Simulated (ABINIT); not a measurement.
# Ga (P6/mmm) in ABINIT: equation of state

How stiff is Ga in PBE, and what volume does it want? The cell is scaled to several volumes.

Everything below comes from runs of ABINIT 10.8.3 (patched build). Logs are shortened: lines on timing, memory, paths and dates and some standing lists are left out, and cuts for length are marked. The log counts tension as positive stress, the text compression.

## (1) The structure

Symmetry: P6/mmm, No. 191, hexagonal system. The conventional cell has a = 4.449 Å, b = 4.449 Å, c = 2.765 Å, α = 90.00°, β = 90.00°, γ = 120.00°. Ga (site symmetry -6m2) is surrounded by 5 Ga at 2.57 to 2.77 Å.

The cell was built by a generator and needn't be a form met in nature.

## (2) Equation of state, PBE

The input, run.abi:

```
# Datasets: one volume each
ndtset 7
getwfk -1
scalecart1 3*0.9795861087
scalecart2 3*0.9864848297
scalecart3 3*0.9932883884
scalecart4 3*1.0000000000
scalecart5 3*1.0066227096
scalecart6 3*1.0131594038
scalecart7 3*1.0196128224

# Pseudopotentials
pp_dirpath "./"
pseudos "Ga.GGA_PBE-JTH.xml"

# Structure
acell 3*1.0 Angstrom
rprim
     4.4494700000     0.0000000000     0.0000000000
    -2.2247400000     3.8533600000     0.0000000000
     0.0000000000     0.0000000000     2.7652000000
ntypat 1
znucl 31
natom 2
typat 1 1
xred
     0.3333300000     0.6666700000     0.5000000000
     0.6666700000     0.3333300000     0.5000000000

# Plane-wave basis
ecut 17.0
pawecutdg 34.0
pawxcdev 0

# k points
kptopt 1
ngkpt 7 7 10
nshiftk 1
shiftk 0.0 0.0 0.0

# Exchange and correlation
ixc 11

# Bands and occupations
nband 17
occopt 3
tsmear 0.00183747

# SCF cycle
nstep 100
tolvrs 1.0e-9

# Output
iomode 3
prtwf 1
prtden 0
prteig 0
prtebands 0
enunit 1
```

Potentials or basis: JTH PAW PBE v2.0.

The run is started by

```
> abinit run.abi > log 2>&1
```

run.abo:

```text
.Version 10.8.3 of ABINIT
 DATASET    1 : space group Cm m m (# 65); Bravais oC (1-face-center ortho.)
================================================================================
 Values of the parameters that define the memory need for DATASET  1.
     intxc =       0    ionmov =       0      iscf =      17    lmnmax =      18
     lnmax =       6     mgfft =      32  mpssoang =       3    mqgrid =    3001
     natom =       2  nloc_mem =       2    nspden =       1   nspinor =       1
    nsppol =       1      nsym =       8    n1xccc =       1    ntypat =       1
    occopt =       3   xclevel =       2
       mpw =        1024          nfft =       20480          nkpt =          96
 PAW method is used; the additional fine FFT grid is defined by:
   mgfftf=        45    nfftf =     60750
================================================================================
================================================================================
[... 71 lines left out ...]
 DATASET    7 : space group Cm m m (# 65); Bravais oC (1-face-center ortho.)
================================================================================
 Values of the parameters that define the memory need for DATASET  7.
     intxc =       0    ionmov =       0      iscf =      17    lmnmax =      18
     lnmax =       6     mgfft =      32  mpssoang =       3    mqgrid =    3001
     natom =       2  nloc_mem =       2    nspden =       1   nspinor =       1
    nsppol =       1      nsym =       8    n1xccc =       1    ntypat =       1
    occopt =       3   xclevel =       2
       mpw =        1153          nfft =       20480          nkpt =          96
 PAW method is used; the additional fine FFT grid is defined by:
   mgfftf=        48    nfftf =     69120
================================================================================
================================================================================

--------------------------------------------------------------------------------
------------- Echo of variables that govern the present computation ------------
--------------------------------------------------------------------------------
 -outvars: echo values of preprocessed input variables --------
            acell1     8.2366410781E+00  8.2366410781E+00  5.1187984928E+00 Bohr
            acell2     8.2946475037E+00  8.2946475037E+00  5.1548475572E+00 Bohr
            acell3     8.3518537775E+00  8.3518537775E+00  5.1903993537E+00 Bohr
            acell4     8.4082869336E+00  8.4082869336E+00  5.2254706834E+00 Bohr
            acell5     8.4639725762E+00  8.4639725762E+00  5.2600774582E+00 Bohr
            acell6     8.5189349766E+00  8.5189349766E+00  5.2942347621E+00 Bohr
            acell7     8.5731971719E+00  8.5731971719E+00  5.3279569118E+00 Bohr
              amu      6.97230000E+01
             ecut      1.70000000E+01 Hartree
           enunit           1
           getwfk          -1
                       outvar_i_n : Printing only first  50 k-points.
              ixc          11
           jdtset        1    2    3    4    5    6    7
                       outvar_i_n : Printing only first  50 k-points.
         kptrlatt        7    0    0      0    7    0      0    0   10
          kptrlen1     5.11879849E+01
          kptrlen2     5.15484756E+01
          kptrlen3     5.19039935E+01
          kptrlen4     5.22547068E+01
          kptrlen5     5.26007746E+01
          kptrlen6     5.29423476E+01
          kptrlen7     5.32795691E+01
            natom           2
            nband          17
           ndtset           7
            ngfft          32      32      20
          ngfftdg1         45      45      30
          ngfftdg2         45      45      30
          ngfftdg3         45      45      30
          ngfftdg4         48      48      30
          ngfftdg5         48      48      30
          ngfftdg6         48      48      30
          ngfftdg7         48      48      30
             nkpt          96
            nstep         100
             nsym           8
           ntypat           1
                       prtocc : prtvol=0, do not print more k-points.
           occopt           3
        pawecutdg      3.40000000E+01 Hartree
         pawxcdev           0
           prtden           0
        prtebands           0
           prteig           0
            rprim      1.0000000000E+00  1.4889480467E-06  0.0000000000E+00
                      -5.0000155355E-01  8.6602450684E-01  0.0000000000E+00
[... 21 lines left out ...]
            xcart1    -4.9713937268E-05  4.7554498835E+00  2.5593992464E+00
                       4.1183574569E+00  2.3776954081E+00  2.5593992464E+00
            xcart2    -5.0064046952E-05  4.7889400705E+00  2.5774237786E+00
                       4.1473609298E+00  2.3944402936E+00  2.5774237786E+00
            xcart3    -5.0409327154E-05  4.8219682874E+00  2.5951996769E+00
                       4.1759643230E+00  2.4109541969E+00  2.5951996769E+00
            xcart4    -5.0749941048E-05  4.8545501424E+00  2.6127353417E+00
                       4.2041811540E+00  2.4272449221E+00  2.6127353417E+00
            xcart5    -5.1086043170E-05  4.8867004182E+00  2.6300387291E+00
                       4.2320242249E+00  2.4433198604E+00  2.6300387291E+00
            xcart6    -5.1417780016E-05  4.9184331280E+00  2.6471173811E+00
                       4.2595056715E+00  2.4591860182E+00  2.6471173811E+00
            xcart7    -5.1745290627E-05  4.9497615722E+00  2.6639784559E+00
                       4.2866370123E+00  2.4748500457E+00  2.6639784559E+00
             xred      3.3333000000E-01  6.6667000000E-01  5.0000000000E-01
                       6.6667000000E-01  3.3333000000E-01  5.0000000000E-01
            znucl       31.00000

================================================================================

 chkinp: Checking input parameters for consistency, jdtset=   1.

 chkinp: Checking input parameters for consistency, jdtset=   2.
[... 40 lines left out ...]
 getcut: wavevector=  0.0000  0.0000  0.0000  ngfft=  45  45  30
         ecut(hartree)=     34.000   => boxcut(ratio)=   2.03516

--- Pseudopotential description ------------------------------------------------
- pspini: atom type   1  psp file is ./Ga.GGA_PBE-JTH.xml
 Pseudopotential format is: paw10
 basis_size (lnmax)=  6 (lmn_size= 18), orbitals=   0   0   1   1   2   2
 Spheres core radius: rc_sph= 2.10359248
 Shapefunction is BESSEL type: shapef(r,l)=aa(1,l)*jl(q(1,l)*r)+aa(2,l)*jl(q(2,l)*r)
 Radius for shape functions =  1.80829011
 Compensation charge density is not taken into account in XC energy/potential

   1.22813827E+03                                ecore*ucvol(ha*bohr**3)
--------------------------------------------------------------------------------

================================================================================

--- !BeginCycle
iteration_state: {dtset: 1, }
solver: {iscf: 17, nstep: 100, nline: 4, wfoptalg: 10, }
tolerances: {tolvrs: 1.00E-09, }
...
[... 1219 lines left out ...]
-Cartesian components of stress tensor (GPa)         [Pressure= -2.0383E+00 GPa]
- sigma(1 1)=  1.50758307E+00  sigma(3 2)=  0.00000000E+00
- sigma(2 2)=  1.50678957E+00  sigma(3 1)=  0.00000000E+00
- sigma(3 3)=  3.10047183E+00  sigma(2 1)= -6.87185452E-04

== END DATASET(S) ==============================================================
================================================================================

 -outvars: echo values of variables after computation  --------
            acell1     8.2366410781E+00  8.2366410781E+00  5.1187984928E+00 Bohr
            acell2     8.2946475037E+00  8.2946475037E+00  5.1548475572E+00 Bohr
            acell3     8.3518537775E+00  8.3518537775E+00  5.1903993537E+00 Bohr
            acell4     8.4082869336E+00  8.4082869336E+00  5.2254706834E+00 Bohr
            acell5     8.4639725762E+00  8.4639725762E+00  5.2600774582E+00 Bohr
            acell6     8.5189349766E+00  8.5189349766E+00  5.2942347621E+00 Bohr
            acell7     8.5731971719E+00  8.5731971719E+00  5.3279569118E+00 Bohr
           etotal1    -1.5814414196E+02
           etotal2    -1.5814468345E+02
           etotal3    -1.5814501107E+02
           etotal4    -1.5814512645E+02
           etotal5    -1.5814507523E+02
           etotal6    -1.5814487498E+02
           etotal7    -1.5814453973E+02
            fcart1     4.8621920234E-06 -2.8071772324E-06 -0.0000000000E+00
                      -4.8621920234E-06  2.8071772324E-06 -0.0000000000E+00
            fcart2     5.0744308381E-06 -2.9297129047E-06 -0.0000000000E+00
                      -5.0744308381E-06  2.9297129047E-06 -0.0000000000E+00
            fcart3     4.8896693104E-06 -2.8230411913E-06 -0.0000000000E+00
                      -4.8896693104E-06  2.8230411913E-06 -0.0000000000E+00
            fcart4     4.4550740226E-06 -2.5721284360E-06 -0.0000000000E+00
                      -4.4550740226E-06  2.5721284360E-06 -0.0000000000E+00
            fcart5     4.1496717380E-06 -2.3958050132E-06 -0.0000000000E+00
                      -4.1496717380E-06  2.3958050132E-06 -0.0000000000E+00
            fcart6     3.9204168014E-06 -2.2634451156E-06 -0.0000000000E+00
                      -3.9204168014E-06  2.2634451156E-06 -0.0000000000E+00
            fcart7     3.7207221361E-06 -2.1481517839E-06 -0.0000000000E+00
                      -3.7207221361E-06  2.1481517839E-06 -0.0000000000E+00
            rprim      1.0000000000E+00  1.4889480467E-06  0.0000000000E+00
                      -5.0000155355E-01  8.6602450684E-01  0.0000000000E+00
                       0.0000000000E+00  0.0000000000E+00  1.0000000000E+00
           strten1    -1.0874496589E-04 -1.0879103054E-04 -6.8170859400E-05
                       0.0000000000E+00  0.0000000000E+00 -3.9892855299E-08
           strten2    -7.4811543114E-05 -7.4854542540E-05 -3.1238094583E-05
                       0.0000000000E+00  0.0000000000E+00 -3.7238313613E-08
           strten3    -4.2815966890E-05 -4.2854978259E-05  1.8321637962E-06
                       0.0000000000E+00  0.0000000000E+00 -3.3784580865E-08
           strten4    -1.3381771976E-05 -1.3417241003E-05  3.1851662103E-05
                       0.0000000000E+00  0.0000000000E+00 -3.0716845311E-08
           strten5     1.0468746184E-05  1.0436367375E-05  5.9505550558E-05
                       0.0000000000E+00  0.0000000000E+00 -2.8040658117E-08
           strten6     3.0841570284E-05  3.0812017928E-05  8.4425061112E-05
                       0.0000000000E+00  0.0000000000E+00 -2.5592897214E-08
           strten7     5.1241707165E-05  5.1214736668E-05  1.0538289549E-04
                       0.0000000000E+00  0.0000000000E+00 -2.3356958758E-08
           xangst1    -2.6307482649E-05  2.5164757042E+00  1.3543757539E+00
                       2.1793409111E+00  1.2582222236E+00  1.3543757539E+00
           xangst2    -2.6492752715E-05  2.5341979480E+00  1.3639139255E+00
                       2.1946888879E+00  1.2670832354E+00  1.3639139255E+00
           xangst3    -2.6675467129E-05  2.5516757276E+00  1.3733205258E+00
                       2.2098251518E+00  1.2758220167E+00  1.3733205258E+00
           xangst4    -2.6855712239E-05  2.5689173028E+00  1.3826000000E+00
                       2.2247568557E+00  1.2844426972E+00  1.3826000000E+00
           xangst5    -2.7033569823E-05  2.5859304961E+00  1.3917565583E+00
                       2.2394907743E+00  1.2929491882E+00  1.3917565583E+00
           xangst6    -2.7209117401E-05  2.6027227229E+00  1.4007941917E+00
                       2.2540333295E+00  1.3013451973E+00  1.4007941917E+00
           xangst7    -2.7382428553E-05  2.6193010216E+00  1.4097166883E+00
                       2.2683906168E+00  1.3096342437E+00  1.4097166883E+00
             xred      3.3333000000E-01  6.6667000000E-01  5.0000000000E-01
                       6.6667000000E-01  3.3333000000E-01  5.0000000000E-01
 Calculation completed.
```

Run time: 4.5 min. Hardware: 1 thread of Arm Neoverse V1, shared host; peak memory 0.18 GiB.

Results:

- Equilibrium volume: 23.79 Å³/atom
- Bulk modulus at fixed shape and positions: 39 GPa
- Pressure derivative of the bulk modulus: 5.8 (rough: it moves with the points fitted)

Energy against volume, from the lowest point:
```csv
volume (Å³/atom),energy (meV/atom)
22.283,13.39
22.757,6.03
23.231,1.57
23.705,0.00
24.179,0.70
24.653,3.42
25.128,7.98
```

Caveat: pressures at fixed basis lie under the slope of the energies; the cell was scaled at fixed shape and fractional positions, which overstates the stiffness of a crystal with free parameters, most of all of layers and chains.
